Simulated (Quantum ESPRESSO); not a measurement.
# HfN: single point with PBEsol

The system is HfN.

```
CELL_PARAMETERS angstrom
0.00000 2.45482 2.45482
2.45482 0.00000 2.45482
2.45482 2.45482 0.00000
ATOMIC_POSITIONS crystal
Hf 0.00000 0.00000 0.00000
N 0.25000 0.25000 0.25000
```

The cell comes from a database or a generator and needn't be the stable form of this composition.

| Item | Value |
| --- | --- |
| Program | Quantum ESPRESSO 7.5 |
| Task | single point |
| Functional | PBEsol |
| Potentials or basis | PseudoDojo 0.4.1 SR PBEsol standard |
| Cutoff | 1143 eV |
| Density cutoff | 4572 eV |
| k mesh | 18 × 18 × 18 |
| Occupations | fermi-dirac, width 0.05 eV |
| Spin | no spin polarisation |

```json
{"Band gap on the k mesh, mean-field level": "none (metal or under the smearing width)"}
```

Levels at points of the mesh, in eV from the Fermi level:
| k point | band 7 | band 8 | band 9 | band 10 | band 11 | band 12 |
| --- | --- | --- | --- | --- | --- | --- |
| (0.00, 0.00, 0.00) | -5.49 | -5.49 | -0.73 | 2.20 | 2.20 | 6.57 |
| (0.00, 0.00, -0.50) | -4.90 | -4.90 | 1.52 | 2.69 | 2.69 | 4.16 |
| (0.00, -0.50, -0.50) | -3.64 | -3.64 | -1.16 | 2.12 | 4.00 | 4.64 |

Wall time 3.5 min on 1 thread of Arm Neoverse V2, on a shared host, peak memory 0.16 GiB.

The run has no spin-orbit coupling, so splittings on Hf are missing.
